A quasiparticle level is the energy at which a solid gives up an electron or takes in an extra one. Here such levels were computed for tin selenide in the zinc-blende structure by a single-shot GW step (G0W0) on top of r2SCAN bands. The state start level is the r2SCAN energy and the state corrected level is the energy after the GW step. Each is counted from its own highest filled level, which is row 7 in both cases. The shift discussed below is the corrected level less the start level.

Three sizes are worth remembering. The first empty levels rise by about half an electronvolt, the top filled levels stay in place within several hundredths of an electronvolt, and the gap grows by about 40 per cent. The correction is thus nearly a step: it depends on whether a level is filled or empty, and only weakly on where the level lies.

VASP 6.6.1, single-shot G0W0 on r2SCAN for zinc-blende SnSe, without spin–orbit coupling; PAW potentials Sn_d_GW and Se_GW, 3×3×3 k mesh, 303 bands, cutoffs 500 eV for the waves and 200 eV for the response. The third k component is zero in every row. Each column of levels counts from its own highest filled level.

```
row  state k a (reciprocal cell vector)  state k b (reciprocal cell vector)   state band  state start level (eV)  state corrected level (eV)  state weight z
  1                               0.000                               0.000   top filled                  -1.846                      -1.794           0.699
  2                               0.000                               0.000  first empty                   2.228                       2.731           0.736
  3                               0.333                               0.000   top filled                  -1.521                      -1.550           0.722
  4                               0.333                               0.000  first empty                   2.880                       3.371           0.731
  5                               0.333                               0.333   top filled                  -0.201                      -0.207           0.727
  6                               0.333                               0.333  first empty                   0.955                       1.354           0.756
  7                              -0.333                               0.333   top filled                   0.000                       0.000           0.734
  8                              -0.333                               0.333  first empty                   2.478                       2.934           0.737
```

**Why there is a step**

The physical reason lies in exchange. An electron in a filled band belongs to the crowd of electrons that produces the exchange attraction, and it has close partners in the same band at neighbouring wave vectors. An extra electron in an empty band has no such partners and gains less. A semilocal functional builds its potential from the local density and related local quantities, so it registers this difference only in part and puts the empty levels too close to the filled ones. The GW self-energy contains the exchange explicitly, weakened by the screening of the other electrons, and so pushes the two groups apart. This is the standard theoretical account; the table shows its outcome, not the separate contributions.

In formula, the correction of one level is

$$\delta = Z\,\langle \psi|\Sigma - v_{xc}|\psi\rangle ,$$

where $\psi$ is the orbital, $\Sigma$ the self-energy at the start energy and $v_{xc}$ the exchange-correlation potential of the start calculation. The factor $Z$, the state weight z of the table, is the share of the electron's strength that remains in one sharp level. It lies between 0.70 and 0.76 in every row, so all eight levels are ordinary quasiparticles and none stands out as a special case.

The simple model follows in two steps. Suppose that all top filled levels have nearly the same correction $\delta_f$, and all first empty levels nearly the same $\delta_e$. Since energies are counted from a filled level, $\delta_f$ drops out: filled levels do not shift, and empty ones all rise by $\Delta = \delta_e - \delta_f$. Practitioners call this a scissors correction, because the bands are cut apart at the gap and moved without being bent.

**Why it is so smooth**

The start levels themselves are far from uniform. At the zone centre, row 1, the top filled level lies about 1.8 eV below row 7. Chemistry offers a likely reason. Divalent tin brings two electrons more than zinc does, and they fill the band that is the empty conduction band in zinc selenide. Symmetry forbids Sn 5s and Se 4p orbitals to mix at the zone centre but allows it elsewhere, and there the mixing pushes the top filled band up.

Any such mixing is already present in the r2SCAN orbitals, and a single-shot GW step keeps these orbitals and corrects only their energies. Among the filled levels, or among the empty ones, the correction depends mainly on how an orbital is spread out in space and on how well its surroundings screen it. Within each group the levels near the gap are built from spread-out valence orbitals, and all of them sit in the same screening medium. That is a plausible reason for the even shifts, though neither this nor the mixing has been tested here by resolving the levels into orbitals.

The direct gaps show the evenness best. From the smallest to the largest, the start value nearly quadruples, from 1.16 to 4.40 eV. The opening, however, grows only from 0.41 to 0.52 eV. A correction proportional to the gap would have grown as fast as the gap itself.

**How well one number does**

A single constant fitted to the four empty levels gives $\Delta = 0.46$ eV, with a typical misfit of 0.04 eV. The filled levels took no part in that fit. Row 7 has no shift by definition, since it is the zero of both columns, but the other three are a real test, and they obey the prediction of no shift to within about 0.05 eV. The alternative is a uniform stretch of all energies away from row 7, fitted to the same four levels. It would push row 1 down by 0.37 eV, whereas GW moves that level slightly up. The printed analysis after this text compares both models row by row.

A stricter trial is to predict the lowest empty level, row 6, from the other three empty levels alone. Their mean shift is

$$\Delta = \frac{0.503 + 0.491 + 0.456}{3}\ \text{eV} = 0.483\ \text{eV}.$$

Added to the start level of row 6, it gives

$$0.955\ \text{eV} + 0.483\ \text{eV} = 1.438\ \text{eV}.$$

The GW step puts this level at 1.354 eV. The estimate is therefore about 0.08 eV too high, roughly a fifth of the shift it was meant to predict. That is good enough for a sketch of the bands but not for a precise gap, because row 6 is the very level that sets the gap.

**The one level that stands apart**

Row 6 is also the largest exception when all four empty levels are fitted together: it rises about 0.06 eV less than the common shift. The printed digits resolve this difference easily, but the calculation behind them does not secure it. The wave-vector mesh is coarse, and the number of bands and the cutoffs are not converged. Errors from these sources need not be equal for all levels, so a deviation of this size may be an artefact of the settings.

It is tempting to read the exception as a gentle stretch of the empty band, since the lowest level has the smallest shift. The other three empty levels do not support a clean slope, because their shifts do not increase in the order of their energies. The sound reading is a step of nearly half an electronvolt with an unevenness of about a tenth, and no physical cause should be attached to the unevenness yet. Repeating the calculation with a denser mesh, more bands and higher cutoffs would settle it: a real effect would stay, an artefact would shrink or wander.

A true break should be looked for where the character of the orbital changes abruptly. The filled Sn 4d shell, which lies well below the levels listed here, is the natural candidate. Its orbitals are compact, so the exchange that a semilocal functional gets wrong is much larger for them than for spread-out valence orbitals. GW generally moves such shells by a different amount from the valence bands, and a scissors correction taken from the gap region should not be applied to them.

**What to do with it**

For a quick picture of this crystal near its gap, keep the r2SCAN top filled band as it is and raise the first empty band by about 0.46 eV. Allow an error of about 0.1 eV for any single level relative to this GW step. The common shift itself may also change once mesh, bands and cutoffs are converged. Do not multiply the gaps by a common factor: the 40 per cent growth belongs to the smallest gap, and the same percentage would grossly overcorrect the wide direct gap at the zone centre.

When the gap itself matters, compute the two edge levels with GW instead of shifting them. The order of the eight levels is the same before and after the correction, so on this mesh r2SCAN already points to the right pair, rows 7 and 6. The mesh does not contain the zone-boundary points, however, and the true band edges may lie between or beyond the sampled ones. The gap of the full band structure may then be smaller than the 1.35 eV found here.

Two further limits apply to any comparison with a measured gap. Spin–orbit coupling is left out, and for tin and selenium it can move or split levels by tenths of an electronvolt, as much as the GW step itself. The stable form of tin selenide is layered, not zinc-blende, so agreement with its measured gap would be a coincidence and no test of the method.

For a related semiconductor, the same reasoning gives a first guess. If the states on each side of the gap are similarly extended valence orbitals, a nearly rigid opening is likely. Its size depends on the starting functional, so the value found here belongs to r2SCAN, and on the screening: where the other electrons screen weakly, as in most wide-gap materials, exchange keeps more of its strength and the step is larger.

Numerical output:

```
fit of shift on 4 rows (empty): coefficient of step 0.4622 +/- 0.023; rms 0.0404, worst 6 0.0632, leave-one-out rms 0.0539
  rows outside the fit (model, value, miss): 1 0, 0.052, -0.052; 3 0, -0.029, 0.029; 5 0, -0.006, 0.006; 7 0, 0, 0
fit of shift on 4 rows (empty): coefficient of state_start_level 0.1992 +/- 0.03; rms 0.118, worst 6 -0.209, leave-one-out rms 0.138
  rows outside the fit (model, value, miss): 1 -0.3677, 0.052, -0.42; 3 -0.303, -0.029, -0.274; 5 -0.04004, -0.006, -0.034; 7 0, 0, 0
Shifts and misfits in eV (misfit = model less computed):
  row   shift  rigid_misfit  stretch_misfit
    1   0.052        -0.052         -0.4197
    2   0.503      -0.04075         -0.0592
    3  -0.029         0.029          -0.274
    4   0.491      -0.02875         0.08267
    5  -0.006         0.006        -0.03404
    6   0.399       0.06325         -0.2088
    7       0             0               0
    8   0.456       0.00625          0.0376
Range of the shifts of the empty levels, eV: 0.104
Range of the start energies of the empty levels, eV: 1.925
Largest shift of a filled level in size, eV: 0.052
Smallest direct gap at the start, eV: 1.156
Largest direct gap at the start, eV: 4.401
Smallest opening of a direct gap, eV: 0.405
Largest opening of a direct gap, eV: 0.52
Opening of the indirect gap in percent of its start value: 41.78
```
